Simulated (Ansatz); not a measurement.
The cell comes from COD entry 9008731, which wasn't checked; take it as a given geometry.

TaC: DFT, LDA, all-electron LAPW, scalar-relativistic (Ansatz 0.2.0).

Command: `ansatz run input.yaml --threads 1 --pin off --max-ram 3072MiB --backend cpu --events-out ev --progress --plain --runs-dir out` The run took 49 s on 1 thread of Arm Neoverse V2 (shared host), peak memory 0.54 GiB.

```yaml
crystal:
  lattice:
    - [0.0, 2.227, 2.227]
    - [2.227, 0.0, 2.227]
    - [2.227, 2.227, 0.0]
  atoms:
    - { symbol: Ta, position: [0.0, 0.0, 0.0] }
    - { symbol: C, position: [0.5, 0.5, 0.5] }
kpoints:
  mp_grid: { grid: [16, 16, 16] }
  band_path:
    path:
      - [0.0, 0.0, 0.0]
      - [0.5, 0.0, 0.5]
      - [0.625, 0.25, 0.625]
      - [0.375, 0.375, 0.75]
      - [0.0, 0.0, 0.0]
      - [0.5, 0.5, 0.5]
      - [0.5, 0.25, 0.75]
      - [0.5, 0.0, 0.5]
    npoints: 14
scf:
  occupations: { method: fermi_dirac, width: 0.05 }
hamiltonian:
  xc: lda
  pseudopotentials: { kind: all_electron, lapw: { basis_error: 0.001 } }
output:
  forces: true
  stress: true
  eigenvalues: true
  populations: true
  dos: { projected: true, de: 0.2, e_range: [-14, 8] }
```

Output:

```
Ta: projections on atomic orbitals take those of the free atom 1s2 2s2 2p6 3s2 3p6 3d10 4s2 4p6 4d10 4f14 5s2 5p6 5d3 6s2, of charge +0.00 (hamiltonian.pseudopotentials.projection_atoms)
C: projections on atomic orbitals take those of the free atom 1s2 2s2 2p2, of charge +0.00 (hamiltonian.pseudopotentials.projection_atoms)
LAPW: plane waves up to 9.295 Å⁻¹, error target 1.0e-3 eV per atom; small_component_spin mean_spin; C in spheres of 0.915 Å, 6 of its electrons in bands, Dirac shells []; Ta in spheres of 1.312 Å, 43 of its electrons in bands, Dirac shells []
Engine: ansatz 0.2.0
Pseudopotentials: kind: all_electron
Pseudopotential: Ta, LAPW, valence charge 43, Koelling and Harmon's equation, gaussian nucleus
Pseudopotential: C, LAPW, valence charge 6, Koelling and Harmon's equation, gaussian nucleus
Functional definition: SPW92
  exchange = slater_x
  correlation = pw_c
Crystal: 2 atoms, lattice volume = 22.090 Å³
Basis set: ecut = 329.15326891153336 eV, 307 PW (Γ), exchange–correlation at level 2
Bands: 30, of which v1, the nominal top of the filled ones, is band 25 counted from 1 (24 counted from 0)
Symmetry: 48 space group operations
Space group: Fm-3m (ITA 225), of the structure as read, at distance tolerance 2.8e-5 Å
k-points: 145 of 4096
Non-local potential: Ta, projectors of the file, none
Non-local potential: C, projectors of the file, none
Initial density: superposition of atomic densities (chi_scale 0.1, normalization cell, long waves kept (reshape's long-wave potential 0.00 eV rms))
Initial wavefunctions: plane waves of lowest kinetic energy (no species holds an atomic orbital)
Functional: x = slater, c = lda
iter 1 solved again at ethr=1.14e-2 eV; its pass at ethr=1.00e-1 eV (dr2=5.59e0 eV) is discarded
SCF iter   1: F=—  HF=-425352.046981 eV  |F-HF|=—  |Δ(HF+E_count)|=         —  Δρ=1.40e-1  dr2=5.59e0  ethr=1.14e-2  ⟨swp⟩=2.0  Hψ=26253  notcnv=0
preconditioner: auto → Kerker (q_TF=auto, 3.116 Å⁻¹)  [metal: Δε(μ)=0.047 eV  Ē_g=23.295 eV  σ=0.050 eV  W_gap=0.22  n_scr=14 (ndim 8)  ℏωp=42.5 eV  f_vac=0.000  D(μ)=0.66/eV (n_scr^D=0)]
iter 2 solved again at ethr=5.42e-4 eV; its pass at ethr=1.14e-2 eV (dr2=2.65e-1 eV) is discarded
SCF iter   2: F=—  HF=-425350.042061 eV  |F-HF|=—  |Δ(HF+E_count)|=    2.00e0  Δρ=3.18e-2  dr2=2.65e-1  ethr=5.42e-4  ⟨swp⟩=2.0  Hψ=22077  notcnv=0
SCF iter   3: F=—  HF=-425350.001512 eV  |F-HF|=—  |Δ(HF+E_count)|=         —  Δρ=2.91e-2  dr2=2.54e-1  ethr=5.41e-4  ⟨swp⟩=2.0  Hψ=13066  notcnv=0
the basis was enlarged: its passes take 121.9 KiB over the memory plan, 1 of 1 planned eigensolver slots
SCF iter   4: F=—  HF=-425350.000545 eV  |F-HF|=—  |Δ(HF+E_count)|=   9.67e-4  Δρ=1.52e-2  dr2=7.08e-2  ethr=5.19e-4  ⟨swp⟩=2.0  Hψ=12077  notcnv=0
SCF iter   5: F=—  HF=-425349.953643 eV  |F-HF|=—  |Δ(HF+E_count)|=   4.69e-2  Δρ=3.60e-3  dr2=3.00e-3  ethr=1.44e-4  ⟨swp⟩=2.6  Hψ=13266  notcnv=0
SCF iter   6: F=—  HF=-425349.952039 eV  |F-HF|=—  |Δ(HF+E_count)|=   1.60e-3  Δρ=1.29e-3  dr2=4.94e-4  ethr=6.11e-6  ⟨swp⟩=2.0  Hψ=12775  notcnv=0
SCF iter   7: F=—  HF=-425349.951986 eV  |F-HF|=—  |Δ(HF+E_count)|=   5.24e-5  Δρ=3.84e-4  dr2=3.58e-5  ethr=1.01e-6  ⟨swp⟩=2.0  Hψ=12785  notcnv=0
SCF iter   8: F=—  HF=-425349.951987 eV  |F-HF|=—  |Δ(HF+E_count)|=   9.52e-7  Δρ=1.42e-4  dr2=5.05e-6  ethr=7.30e-8  ⟨swp⟩=2.0  Hψ=12784  notcnv=0
SCF iter   9: F=—  HF=-425349.951985 eV  |F-HF|=—  |Δ(HF+E_count)|=   2.13e-6  Δρ=4.26e-5  dr2=4.36e-7  ethr=1.03e-8  ⟨swp⟩=2.5  Hψ=13031  notcnv=0
SCF iter  10: F=-425349.951985 eV  HF=-425349.951985 eV  |F-HF|=2.86e-8  |Δ(HF+E_count)|=   1.00e-7  Δρ=1.08e-5  dr2=2.80e-8  ethr=8.89e-10  ⟨swp⟩=2.5  Hψ=12995  notcnv=0
SCF 1 converged in 10 iterations: F = -425349.951985 eV  dr2 = 2.80e-8
NSCF: frozen V_eff on 99 k-points
SCF converged after 10 iterations
Free energy (F): -425349.951985 eV
Harris-Foulkes:  -425349.951985 eV  (|F-HF|=2.86e-8)
Internal energy: -425349.948732 eV  (E = F + TS)
E sigma→0 (E₀):  -425349.950359 eV
Entropy (-TS):   -0.003253 eV (-1.626 meV/atom)
Fermi energy:    24.760464 eV
--- Per-component energies (eV) ---
  E_band       = -4544.523113
  E_kinetic    = 474551.720867
  E_xc         = -8511.673981
  E_electrostatic = -891389.995619  (all electrons and nuclei)
  E_smearing   = -0.003253  (= −TS)
  E_closure    = 0.000000  (closes the sum)
  E_atoms      = -425327.659386  (free atoms, spherical and without spin; not in F)
  Σ components = -425349.951985   (vs F -425349.951985, Δ=0.00e0)
  Basis errors (estimates in eV, not in F): energy 3.6e-4 per atom: plane waves 3.3e-4 (1.8e-4 summed), levels above the bands 9.6e-90, relativity 8.7e-9, radial functions 2.9e-5, core shells 2.1e-7; eigenvalues (radial functions only) 3.8e-6; not estimated: angular momenta, meshes, grids; target (lapw.basis_error) 1.0e-3; muffin-tin radii C 0.915 Å, Ta 1.312 Å
--- Forces (eV/Å), atoms counted from 1 ---
  atom   1  Ta    -0.00000000    -0.00000000    -0.00000000
  atom   2  C      0.00000000     0.00000000    -0.00000000
  max |Σ_I F_I| component: 1.12e-30 eV/Å
--- Stress (GPa, compression-positive) ---
       -9.399543       0.000000       0.000000
        0.000000      -9.399543       0.000000
        0.000000       0.000000      -9.399543
  P = ⅓ Tr σ = -9.3995 GPa (-93.995 kbar)
--- Band table (eV; the first three rows and the last of 145) ---
  k-point 0: bands = ["-370.3222", "-370.3222", "-370.3222", "-238.2158", "-192.4065", "-192.4065", "-192.4065", "-192.4024", "-192.4024", "-43.9106", "-10.1829", "-10.1829", "-10.1829", "4.2661", "4.2670", "4.2670", "4.2670", "4.3146", "4.3146", "4.3146", "10.1532", "23.4228", "23.4228", "23.4228", "24.3503", "24.3503", "24.3503", "25.4181", "25.4181", "31.4797"]
  k-point 1: bands = ["-370.3222", "-370.3222", "-370.3222", "-238.2158", "-192.4065", "-192.4065", "-192.4065", "-192.4024", "-192.4024", "-43.9088", "-10.2121", "-10.1858", "-10.1858", "4.2663", "4.2672", "4.2682", "4.2682", "4.3133", "4.3133", "4.3147", "10.2645", "22.8520", "23.1942", "23.1942", "23.9443", "23.9443", "24.6938", "26.2704", "26.2704", "31.6882"]
  k-point 2: bands = ["-370.3222", "-370.3222", "-370.3222", "-238.2158", "-192.4065", "-192.4065", "-192.4065", "-192.4024", "-192.4024", "-43.9037", "-10.2944", "-10.1942", "-10.1942", "4.2648", "4.2702", "4.2715", "4.2715", "4.3095", "4.3095", "4.3148", "10.5897", "21.8459", "22.3430", "22.3430", "24.0938", "24.0938", "25.1064", "27.6145", "27.6145", "32.2328"]
  k-point 144: bands = ["-370.3222", "-370.3222", "-370.3222", "-238.2158", "-192.4065", "-192.4065", "-192.4065", "-192.4024", "-192.4024", "-43.8481", "-10.6334", "-10.6334", "-10.4457", "4.2822", "4.2822", "4.2847", "4.2892", "4.2933", "4.2933", "4.3000", "13.1890", "19.5283", "19.8545", "19.8545", "26.3929", "26.3929", "28.8512", "29.7207", "31.2186", "37.2133"]
--- Löwdin populations: 2 sites ---
  site symbol       q [e]
     0     Ta     72.2107
     1      C      6.7415
  spilling = 0.000606 (of n_electrons = 79.000000)
```

populations.tsv:

```
# site	symbol	l	j	q
# orbitals = lowdin
# n_electrons = 79.000000
# spilling = 0.000606
# projection_atom_Ta: 1s2 2s2 2p6 3s2 3p6 3d10 4s2 4p6 4d10 4f14 5s2 5p6 5d3 6s2
# projection_atom_C: 1s2 2s2 2p2
0	Ta	0_1S	-	1.999999
0	Ta	0_2S	-	1.999976
0	Ta	0_3S	-	1.999715
0	Ta	0_4S	-	1.996986
0	Ta	0_5S	-	1.950056
0	Ta	0_6S	-	0.479320
0	Ta	1_2P	-	6.000000
0	Ta	1_3P	-	5.999995
0	Ta	1_4P	-	5.999904
0	Ta	1_5P	-	5.987386
0	Ta	2_3D	-	9.999997
0	Ta	2_4D	-	9.999920
0	Ta	2_5D	-	3.799545
0	Ta	3_4F	-	13.997859
1	C	0_1S	-	1.994374
1	C	0_2S	-	1.259284
1	C	1_2P	-	3.487845
```

Spin polarisation is left out, and whether a magnetic state lies lower isn't shown here.
